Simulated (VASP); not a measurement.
# Zn (Fm-3m) in VASP: settings compared

The runs below take Zn through single point, electron localisation function, relaxation of cell and atoms, with r2SCANh, PBEsol, PBE+MBD-FI, SCAN, SCAN+D3.

Everything below comes from runs of VASP 6.6.1. Logs are shortened: lines on timing, memory, paths and dates and some standing lists are left out, and cuts for length are marked.

## 1. The crystal as given

It takes space group Fm-3m (No. 225, cubic). Conventional cell: a = 3.930 Å, b = 3.930 Å, c = 3.930 Å, α = 90.00°, β = 90.00°, γ = 90.00°. Zn (site symmetry m-3m) has 12 Zn at 2.78 Å as nearest neighbours.

This isn't the form of Zn at room conditions, which is hcp.

## 2. Single point, r2SCANh (volume scaled by 0.88)

run.py

```python
from ase.calculators.vasp import Vasp
from ase.dft.bandgap import bandgap
from ase.spacegroup import crystal

atoms = crystal(
    ['Zn'],
    basis=[[0.0, 0.0, 0.0]],
    spacegroup=225,
    setting=1,
    cellpar=[3.7656267, 3.7656267, 3.7656267, 90.0, 90.0, 90.0],
    primitive_cell=True,
)
calc = Vasp(
    directory='calc',
    pp='PBE',
    setups='minimal',
    prec='Accurate',
    encut=400,
    ediff=1e-06,
    ismear=1,
    sigma=0.2,
    lreal=False,
    lasph=True,
    nelm=80,
    algo='Normal',
    isif=2,
    lwave=False,
    lcharg=False,
    metagga='R2SCAN',
    lhfcalc=True,
    aexx=0.1,
    lmixtau=True,
    precfock='Fast',
    hfrcut=-1,
    kspacing=0.4,
)
atoms.calc = calc

print('energy (eV):', atoms.get_potential_energy())
print('free energy (eV):', atoms.get_potential_energy(force_consistent=True))
print('forces (eV/A):')
print(atoms.get_forces())
print('stress (eV/A^3, Voigt):', atoms.get_stress())
print('Fermi level (eV):', calc.get_fermi_level())
gap, top, bottom = bandgap(calc)
print('band gap (eV):', gap, 'from (spin, k, band)', top, 'to', bottom)
```

Potentials or basis: VASP PAW PBE potentials, release 64 (Zn).

Started as:

```sh
$ python run.py
```

Log:

```text
energy (eV): -8.1717175
free energy (eV): -8.17201727
forces (eV/A):
[[-0. -0. -0.]]
stress (eV/A^3, Voigt): [-0.03831534 -0.03831534 -0.03831534  0.         -0.          0.        ]
Fermi level (eV): 3.69531758
band gap (eV): 0.0 from (spin, k, band) (None, None, None) to (None, None, None)
```

OUTCAR:

```text
AEXX = 0.100000
   ENCUT = 400.000000
   EDIFF = 1.00e-06
   METAGGA = R2SCAN
   PREC = Accurate
   PRECFOCK = Fast
   ISIF = 2
   ISMEAR = 1
   NELM = 80
   LASPH = .TRUE.
   LHFCALC = .TRUE.
   LREAL = .FALSE.

 ion  position               nearest neighbor table
   1  0.000  0.000  0.000-

  LATTYP: Found a face centered cubic cell.
 ALAT       =     3.7656267000

  Lattice vectors:

 A1 = (   0.0000000000,   1.8828133500,   1.8828133500)
 A2 = (   1.8828133500,   0.0000000000,   1.8828133500)
 A3 = (   1.8828133500,   1.8828133500,   0.0000000000)

Analysis of symmetry for initial positions (statically):
=====================================================================
 Subroutine PRICEL returns:
 Original cell was already a primitive cell.

 Routine SETGRP: Setting up the symmetry group for a
 face centered cubic supercell.

 Subroutine GETGRP returns: Found 48 space group operations
 (whereof 48 operations were pure point group operations)
 out of a pool of 48 trial point group operations.

The static configuration has the point symmetry O_h .

Analysis of symmetry for dynamics (positions and initial velocities):
=====================================================================
 Subroutine PRICEL returns:
 Original cell was already a primitive cell.

 Routine SETGRP: Setting up the symmetry group for a
 face centered cubic supercell.

 Subroutine GETGRP returns: Found 48 space group operations
 (whereof 48 operations were pure point group operations)
 out of a pool of 48 trial point group operations.

The dynamic configuration has the point symmetry O_h .

 Subroutine INISYM returns: Found 48 space group operations
 (whereof 48 operations are pure point group operations),
 and found     1 'primitive' translations

----------------------------------------------------------------------------------------

                                     Primitive cell

  volume of cell :      13.3491

  direct lattice vectors                    reciprocal lattice vectors
     0.000000000  1.882813350  1.882813350    -0.265560046  0.265560046  0.265560046
     1.882813350  0.000000000  1.882813350     0.265560046 -0.265560046  0.265560046
     1.882813350  1.882813350  0.000000000     0.265560046  0.265560046 -0.265560046

  length of vectors
     2.662700175  2.662700175  2.662700175     0.459963492  0.459963492  0.459963492

  position of ions in fractional coordinates (direct lattice)
     0.000000000  0.000000000  0.000000000

  ion indices of the primitive-cell ions
   primitive index   ion index
                 1           1

----------------------------------------------------------------------------------------

Automatic generation of k-mesh.
 Grid dimensions derived from KSPACING:
 generate k-points for:    8    8    8

 Generating k-lattice:

  Cartesian coordinates                     Fractional coordinates (reciprocal lattice)
    -0.033195006  0.033195006  0.033195006     0.125000000  0.000000000  0.000000000
     0.033195006 -0.033195006  0.033195006     0.000000000  0.125000000  0.000000000
     0.033195006  0.033195006 -0.033195006     0.000000000  0.000000000  0.125000000

  Length of vectors
     0.057495437  0.057495437  0.057495437

[... 44 lines left out ...]
   ions per type =               1
   NGX,Y,Z   is equivalent  to a cutoff of  11.24, 11.24, 11.24 a.u.
   NGXF,Y,Z  is equivalent  to a cutoff of  22.48, 22.48, 22.48 a.u.
 SYSTEM =  unknown system
   PREC   = accura    normal or accurate (medium, high low for compatibility)
   ISTART =      0    job   : 0-new  1-cont  2-samecut
   ICHARG =      2    charge: 1-file 2-atom 10-const
   ISPIN  =      1    spin polarized calculation?
   LNONCOLLINEAR =      F non collinear calculations
   LSORBIT =      F    spin-orbit coupling
   LASPH  =      T    aspherical Exc in radial PAW
   ENCUT  =  400.0 eV  29.40 Ry    5.42 a.u.   4.34  4.34  4.34*2*pi/ulx,y,z
   NELM   =     80;   NELMIN=  2; NELMDL= -5     # of ELM steps
   EDIFF  = 0.1E-05   stopping-criterion for ELM
[... 16 lines left out ...]
   IALGO  =     38    algorithm
   IMIX   =      1    mixing-type and parameters
     AMIX     =   0.40;   BMIX     =  1.00
     AMIX_MAG =   1.60;   BMIX_MAG =  1.00
  volume/ion in A,a.u.               =      13.35        90.08
  Fermi-wavevector in a.u.,A,eV,Ry     =   1.579979  2.985727 33.964681  2.496334
  Thomas-Fermi vector in A             =   2.680276
   LORBIT       =      0    0 simple, 1 ext, 2 COOP (PROOUT), +10 PAW based schemes
   METAGGA = R2SCAN    functional components
   LHFCALC =     T    Hartree Fock is set to
   PRECFOCK=fast      Normal, Fast or Accurate (Low or Medium for compatibility)
   ENCUT4O =  -1.0   cutoff for four orbital integrals eV
   NKREDX  =     1    reduce k-point grid by
   NKREDY  =     1    reduce k-point grid by
   NKREDZ  =     1    reduce k-point grid by
   AEXX    =    0.1000 exact exchange contribution
   HFSCREEN=    0.0000 screening length (either q_TF or 0.3 A-1)
   HFSCREENC=   0.0000 screening length for correlation (either q_TF or 0.3 A-1)
   ENCUTFOCK=  -1.0 apply spherical cutoff to Coloumb kernel
   IVDW    =     0    specifies the selected vdW correction
   LEPSILON=     F    determine dielectric tensor
   LRPA    =     F    only Hartree local field effects (RPA)
 non-spin polarized calculation
 Methfessel and Paxton  Order N= 1 SIGMA  =   0.20
  energy-cutoff  :      400.00
  volume of cell :       13.35
 maximum number of plane-waves:       259
 NGX is ok and might be reduce to    18
  NGX = 12; NGY = 12; NGZ = 12

 number of electron      11.9999981 magnetization

 Free energy of the ion-electron system (eV)
  ---------------------------------------------------
  ext. energy  EPLUGINS =         0.00000000
  ---------------------------------------------------
  free energy    TOTEN  =        -8.17201727 eV

  energy without entropy =       -8.17111796  energy(sigma->0) =       -8.17171750

 E-fermi :   3.6953     XC(G=0): -12.2587

 val. band max:        3.6711497735   @ k =  -0.3750   0.2500   0.1250
 cond. band min:       3.9721636563   @ k =   0.5000   0.1250   0.0000
 fundamental gap:      0.3010138828
 Fermi energy:         3.6953175772

 k-point     1 :       0.0000    0.0000    0.0000
  band No.  band energies     occupation
      1      -8.6865      2.00000
      2      -5.4399      2.00000
      3      -5.4399      2.00000
      4      -5.4398      2.00000
      5      -4.9542      2.00000
      6      -4.9542      2.00000
      7      25.0770      0.00000
      8      25.7913      0.00000
      9      25.7919      0.00000
     10      25.7919      0.00000
[... 352 lines left out ...]
 k-point    29 :      -0.2500    0.5000    0.2500
  band No.  band energies     occupation
      1      -5.9234      2.00000
      2      -5.5915      2.00000
      3      -5.5914      2.00000
      4      -4.9238      2.00000
      5      -4.4776      2.00000
      6       6.4808     -0.00000
      7       6.4808     -0.00000
      8       8.5100      0.00000
      9       8.7126      0.00000
     10      29.3583      0.00000

------------------------ aborting loop because EDIFF is reached ----------------------------------------

  FORCE on cell =-STRESS in cart. coord.  units (eV):
  Direction    XX          YY          ZZ          XY          YZ          ZX
  --------------------------------------------------------------------------------------
  -------------------------------------------------------------------------------------
  Total        0.5114748      0.5114748      0.5114748      0.0000000      0.0000000      0.0000000
  in kB       61.3879373     61.3879373     61.3879373      0.0000000      0.0000000      0.0000000
  external PRESSURE =      61.3879373 kB  Pullay stress =       0.0000000 kB

 VOLUME and BASIS-vectors are now :
 -----------------------------------------------------------------------------
  energy-cutoff  :      400.00
  volume of cell :       13.35
      direct lattice vectors                 reciprocal lattice vectors
     0.000000000  1.882813350  1.882813350    -0.265560046  0.265560046  0.265560046
     1.882813350  0.000000000  1.882813350     0.265560046 -0.265560046  0.265560046
     1.882813350  1.882813350  0.000000000     0.265560046  0.265560046 -0.265560046

 POSITION                                       TOTAL-FORCE (eV/Angst)
 -----------------------------------------------------------------------------------
      0.00000      0.00000      0.00000        -0.000000     -0.000000     -0.000000
 -----------------------------------------------------------------------------------
    total drift:                                0.000000      0.000000      0.000000

  FREE ENERGIE OF THE ION-ELECTRON SYSTEM (eV)
  ---------------------------------------------------
  free  energy   TOTEN  =        -8.1720172675 eV

  energy  without entropy=       -8.1711179583  energy(sigma->0) =       -8.17171750
```

INCAR:

```text
AEXX = 0.100000
ENCUT = 400.000000
KSPACING = 0.400000
SIGMA = 0.200000
HFRCUT = -1.000000
EDIFF = 1.00e-06
ALGO = Normal
METAGGA = R2SCAN
PREC = Accurate
PRECFOCK = Fast
ISIF = 2
ISMEAR = 1
NELM = 80
LASPH = .TRUE.
LCHARG = .FALSE.
LHFCALC = .TRUE.
LWAVE = .FALSE.
LMIXTAU = .TRUE.
LREAL = .FALSE.
```

Run time: 11 min. Hardware: 1 thread of Intel Xeon 6975P-C (Granite Rapids), shared host; peak memory 0.11 GiB.

The run converged, but some of its settings lie outside the range that counts as converged (typed here: KSPACING = 0.4; ALGO = Normal; ENCUT = 400), so its numbers aren't taken as properties of the crystal.

What came out:

```
Free energy            : -8.1720 eV
Pressure               : 6.1 GPa
Band gap on the k mesh : none (metal or under the smearing width)
```

Caveat: the PAW data sets were made with another functional, which shifts forces and pressure a little.

## 3. Electron localisation function, PBEsol

INCAR

```
  PREC = Accurate
  ENCUT = 520
  EDIFF = 1E-6
  ISMEAR = 1
  SIGMA = 0.1
  LREAL = False
  LASPH = True
  NELM = 60
  ALGO = Normal
  ISIF = 2
  LWAVE = False
  LCHARG = True
  GGA = PS
  LELF = True
```

KPOINTS

```
Automatic mesh
0
Gamma
  12 12 12
```

POSCAR

```
Zn
1.0
    0.0000000000      1.9647760000      1.9647760000
    1.9647760000      0.0000000000      1.9647760000
    1.9647760000      1.9647760000      0.0000000000
Zn
1
Direct
    0.0000000000      0.0000000000      0.0000000000
```

Potentials or basis: VASP PAW PBE potentials, release 64 (Zn).

Started as:

```sh
$ cat potpaw_PBE.64/Zn/POTCAR > POTCAR
$ mpirun -np 1 vasp_std > vasp.out
```

Run time: 6.4 s. Hardware: 1 thread of Intel Xeon 6975P-C (Granite Rapids), shared host; peak memory 0.13 GiB.

Results (log left out):

```yaml
Free_energy: -1.5354 eV
Pressure: -4.9 GPa
Band_gap_on_the_k_mesh: none (metal or under the smearing width)
```

Levels at points of the mesh, in eV from the Fermi level:
| k point | band 3 | band 4 | band 5 | band 6 | band 7 | band 8 | band 9 | band 10 |
| --- | --- | --- | --- | --- | --- | --- | --- | --- |
| (0.00, 0.00, 0.00) | -7.54 | -7.54 | -7.16 | -7.16 | 18.29 | 18.29 | 18.29 | 18.96 |
| (0.50, 0.00, 0.00) | -7.55 | -6.88 | -6.88 | -2.87 | -1.34 | 15.27 | 15.27 | 17.49 |
| (0.50, 0.50, 0.00) | -6.89 | -6.81 | -6.81 | -0.96 | 1.77 | 8.45 | 8.45 | 12.13 |

Caveat: the PAW data sets were made with another functional, which shifts forces and pressure a little.

## 4. Electron localisation function, PBE+MBD-FI (volume scaled by 0.96)

INCAR

```
SYSTEM = Zn
PREC     = Accurate       ! precision mode
ENCUT    = 500            ! plane-wave cutoff, eV
EDIFF    = 1E-7           ! SCF threshold, eV
ISMEAR   = 1              ! smearing method
SIGMA    = 0.1            ! smearing width, eV
LREAL    = .False.        ! projectors in reciprocal space
LASPH    = .True.         ! aspherical terms in the spheres
NELM     = 100            ! most SCF steps
ALGO     = Normal         ! electronic algorithm
ISIF     = 2              ! what is computed and relaxed
LWAVE    = .False.        ! write WAVECAR
LCHARG   = .True.         ! write CHGCAR
GGA      = PE             ! functional
IVDW     = 263            ! dispersion correction
LELF     = .True.         ! ELF
NBANDS   = 7              ! bands
NELECT   = 12.1
```

KPOINTS

```
regular mesh
0
Gamma
  4 4 4
  0 0 0
```

POSCAR

```
Zn
1.0
    0.0000000000      1.9382217178      1.9382217178
    1.9382217178      0.0000000000      1.9382217178
    1.9382217178      1.9382217178      0.0000000000
Zn
1
Direct
    0.0000000000      0.0000000000      0.0000000000
```

Started as:

```sh
$ cat potpaw_PBE.64/Zn/POTCAR > POTCAR
$ mpirun -np 1 vasp_std > vasp.out
```

Wall time 7.9 s (1 thread of Intel Xeon 6975P-C (Granite Rapids), shared host); peak memory 0.11 GiB.

The run converged, but some of its settings lie outside the range that counts as converged (typed here: k = 4 × 4 × 4; NBANDS = 7; NELECT = 12.1), so its numbers aren't taken as properties of the crystal.

What came out:

| Quantity | Value |
| --- | --- |
| Free energy | -1.1147 eV |
| Dispersion energy per atom | -0.376 eV |

Caveat: the k mesh is coarse (spacing up to 0.70 Å⁻¹), so the values aren't converged; the cell is charged against a uniform background, so pressure and absolute levels hang on convention; the bands computed are all filled at some k points, so no gap is given.

## 5. Relaxation of cell and atoms, SCAN

INCAR

```
PREC = Accurate
ENCUT = 600
EDIFF = 1E-6
ISMEAR = -1
SIGMA = 0.05
LREAL = False
LASPH = True
NELM = 100
ALGO = Normal
ISIF = 3
LWAVE = False
LCHARG = False
METAGGA = SCAN
LMIXTAU = True
IBRION = 2
NSW = 60
EDIFFG = -0.005
```

KPOINTS

```
Automatic mesh
0
Gamma
  12 12 12
```

POSCAR

```
Zn
1.0
    0.0000000000      1.9647760000      1.9647760000
    1.9647760000      0.0000000000      1.9647760000
    1.9647760000      1.9647760000      0.0000000000
Zn
1
Direct
    0.0000000000      0.0000000000      0.0000000000
```

Started as:

```sh
$ cat potpaw_PBE.64/Zn/POTCAR > POTCAR
$ mpirun -np 1 vasp_std > vasp.out
```

Wall time 6.2 min (1 thread of Intel Xeon Platinum 8259CL at 2.50GHz (Skylake/Cascade Lake), shared host); peak memory 0.15 GiB.

It converged, with:

```
Free energy                            : -13.4427 eV
Relaxed volume                         : 13.98 Å³/atom
Relaxed cell                           : a = 2.704 Å, b = 2.704 Å, c = 2.704 Å, α = 60.00°, β = 60.00°, γ = 60.00°
Space group after relaxing (to 0.05 Å) : Fm-3m (No. 225)
Energy gained by relaxing              : 33.1 meV/atom
Ionic steps                            : 12
Pressure after relaxing                : 0.0 GPa
Band gap on the k mesh                 : none (metal or under the smearing width)
```

Step by step:
```csv
step,energy change (eV),largest force (eV/Å),pressure (GPa),volume (Å³)
1,0.0000,0.0000,-6.74,15.17
2,-0.0326,0.0000,1.63,13.81
3,-0.0332,0.0000,0.20,13.95
4,-0.0331,0.0000,-0.12,13.98
5,-0.0331,0.0000,-0.13,13.98
6,-0.0331,0.0000,-0.07,13.98
7,-0.0331,0.0000,-0.10,13.98
8,-0.0331,0.0000,-0.09,13.98
9,-0.0331,0.0000,-0.09,13.98
10,-0.0331,0.0000,-0.08,13.98
11,-0.0331,0.0000,-0.10,13.98
12,-0.0331,0.0000,-0.05,13.98
```

Final structure:
```cif
data_structure
_symmetry_space_group_name_H-M 'P 1'
_symmetry_Int_Tables_number 1
_cell_length_a 2.7039
_cell_length_b 2.7039
_cell_length_c 2.7039
_cell_angle_alpha 60.000
_cell_angle_beta 60.000
_cell_angle_gamma 60.000
_cell_volume 13.98
loop_
_atom_site_label
_atom_site_type_symbol
_atom_site_fract_x
_atom_site_fract_y
_atom_site_fract_z
_atom_site_occupancy
Zn1 Zn 0.00000 0.00000 0.00000 1
```

Levels at points of the mesh, in eV from the Fermi level:
| k point | band 3 | band 4 | band 5 | band 6 | band 7 | band 8 | band 9 | band 10 |
| --- | --- | --- | --- | --- | --- | --- | --- | --- |
| (0.00, 0.00, 0.00) | -8.06 | -8.06 | -7.61 | -7.61 | 20.46 | 20.74 | 20.74 | 20.74 |
| (0.50, 0.00, 0.00) | -8.07 | -7.27 | -7.27 | -3.49 | -1.18 | 17.31 | 17.31 | 19.08 |
| (0.50, 0.50, 0.00) | -7.29 | -7.19 | -7.19 | -1.38 | 2.33 | 9.45 | 9.45 | 12.88 |

Caveat: the PAW data sets were made with another functional, which shifts forces and pressure a little.

## 6. Relaxation of cell and atoms, SCAN+D3

Changes to INCAR since step 5:

```diff
@@ -14,2 +14,3 @@
 LMIXTAU = True
+IVDW = 11
 IBRION = 2
```

KPOINTS is that of step 5.

POSCAR is that of step 5.

Potentials or basis: VASP PAW PBE potentials, release 64 (Zn).

Started as:

```sh
$ cat potpaw_PBE.64/Zn/POTCAR > POTCAR
$ mpirun -np 1 vasp_std > vasp.out
```

It took 5.4 min on 1 thread of Intel Xeon Platinum 8259CL at 2.50GHz (Skylake/Cascade Lake), shared host; peak memory 0.17 GiB.

It converged, with:

```
Free energy                            : -13.5760 eV
Relaxed volume                         : 13.84 Å³/atom
Relaxed cell                           : a = 2.695 Å, b = 2.695 Å, c = 2.695 Å, α = 60.00°, β = 60.00°, γ = 60.00°
Space group after relaxing (to 0.05 Å) : Fm-3m (No. 225)
Energy gained by relaxing              : 43.3 meV/atom
Ionic steps                            : 8
Pressure after relaxing                : 0.0 GPa
Band gap on the k mesh                 : none (metal or under the smearing width)
Dispersion energy per atom             : -0.134 eV
```

The path:
| step | energy change (eV) | largest force (eV/Å) | pressure (GPa) | volume (Å³) |
| --- | --- | --- | --- | --- |
| 1 | 0.0000 | 0.0000 | -7.92 | 15.17 |
| 2 | -0.0423 | 0.0000 | 1.55 | 13.58 |
| 3 | -0.0432 | 0.0000 | 0.85 | 13.73 |
| 4 | -0.0432 | 0.0000 | -0.18 | 13.86 |
| 5 | -0.0433 | 0.0000 | 0.12 | 13.83 |
| 6 | -0.0432 | 0.0000 | -0.08 | 13.85 |
| 7 | -0.0433 | 0.0000 | -0.07 | 13.84 |
| 8 | -0.0433 | 0.0000 | -0.03 | 13.84 |

Final structure:
```
Zn
1.0
     0.00000    1.90560    1.90560
     1.90560    0.00000    1.90560
     1.90560    1.90560    0.00000
Zn
1
Cartesian
  0.0000 0.0000 0.0000
```

Levels at points of the mesh, in eV from the Fermi level:
| k point | band 4 | band 5 | band 6 | band 7 | band 8 | band 9 |
| --- | --- | --- | --- | --- | --- | --- |
| (0.00, 0.00, 0.00) | -8.11 | -7.65 | -7.65 | 20.53 | 20.88 | 20.88 |
| (0.50, 0.00, 0.00) | -7.30 | -7.30 | -3.55 | -1.17 | 17.43 | 17.43 |
| (0.50, 0.50, 0.00) | -7.21 | -7.21 | -1.42 | 2.35 | 9.49 | 9.49 |

Caveat: the PAW data sets were made with another functional, which shifts forces and pressure a little; pairwise dispersion overbinds metals, which lowers pressure and volume.

## 7. The reference run

An earlier run on the cell as given: functional PBE; potentials or basis VASP PAW PBE potentials, release 64 (Zn); cutoff 520 eV; k mesh 12 × 12 × 12; occupations fermi-dirac, width 0.05 eV; no spin polarisation.

* Pressure: 0.1 GPa
* Band gap on the k mesh: none (metal or under the smearing width)

## 8. Overview

```csv
task,level,cell,cutoff (eV),smearing,gap on the mesh (eV),pressure (GPa),relaxed volume (Å³/atom)
electron localisation function,PBEsol,as given,520,methfessel-paxton 0.1 eV,none,-4.9,-
relaxation of cell and atoms,SCAN,relaxed,600,fermi-dirac 0.05 eV,none,0.0,13.98
relaxation of cell and atoms,SCAN+D3,relaxed,600,fermi-dirac 0.05 eV,none,0.0,13.84
single point,PBE,as given,520,fermi-dirac 0.05 eV,none,0.1,-
```

Alike in all rows: potentials or basis VASP PAW PBE potentials, release 64 (Zn); no spin polarisation; k mesh 12 × 12 × 12.

Caveats: the PAW data sets were made with another functional, which shifts forces and pressure a little (some runs); pairwise dispersion overbinds metals, which lowers pressure and volume (some runs).

Total energies depend on the potentials used, so only differences within one code and one set of settings carry meaning.
